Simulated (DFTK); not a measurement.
Runs of DFTK 0.8.2 on HfC. Symmetry: Fm-3m, No. 225, cubic system. Conventional cell: a = 4.650 Å, b = 4.650 Å, c = 4.650 Å, α = 90.00°, β = 90.00°, γ = 90.00°. Hf (site symmetry m-3m) has 6 C at 2.33 Å as nearest neighbours. Around C (site symmetry m-3m) lie 6 Hf at 2.33 Å. 

| task | level | potentials or basis | U | k mesh | cutoff (eV) | valence electrons | SCF solver | start of the occupations | symmetries used | mesh quality | gap on the mesh (eV) | pressure (GPa) |
| --- | --- | --- | --- | --- | --- | --- | --- | --- | --- | --- | --- | --- |
| band structure | r2SCAN | SG15 1.2 (PBE) | - | 8 × 8 × 8 | 1225 | C 4, Hf 26 | - | - | - | not flagged | none | (a) |
| band structure | r2SCAN | cp2k.nc.sr.pbe.v0_1.largecore.gth (PBE, GTH) | - | 7 × 7 × 7 | 2068 | C 4, Hf 12 | ScfAndersonSolver | - | - | not flagged | none | -1.8 |
| band structure | BJ06 | SG15 1.2 (PBE) | - | 8 × 8 × 8 | 1225 | C 4, Hf 26 | - | - | - | not flagged | none | - |
| single point | LDA+U | dojo.nc.sr.lda.v0_4_1.standard.upf (LDA) | Hf d U = 6 eV | 5 × 5 × 5 | 1116 | C 4, Hf 12 | - | half filled (the program's default) | no | coarse | none | -2.7 |
| band structure | LDA | SG15 1.2 (PBE) | - | 8 × 8 × 8 | 1225 | C 4, Hf 26 | - | - | - | not flagged | none | -15.0 |

Alike in all rows: no spin polarisation; cell as given; smearing fermi-dirac 0.05 eV.

Question: Fill in the values left out.

Answer: (a) -10.1.

Caveats: some runs use coarse meshes; the potentials were made for another functional, which shifts forces and pressure (some runs); spin-orbit coupling is left out, which moves the levels of the heavy elements (some runs); GTH potentials come without recommended cutoffs, and this one wasn't checked for convergence (some runs); the program leaves the constant c of mgga_x_tb09 at 1, so the potential is Becke-Johnson's (BJ06) and not Tran and Blaha's, with levels but no total energy (some runs); the Hubbard orbitals reach further out than in other programs, which can move energies by up to some tens of meV an atom (some runs); U without spin polarisation on a metal has little footing (some runs); the U is typed as a test and isn't derived for this compound (some runs).

A k mesh can miss the band edges, and the runs leave out spin-orbit coupling on Hf.

A gap of «none» marks a metal or a gap under the smearing width.
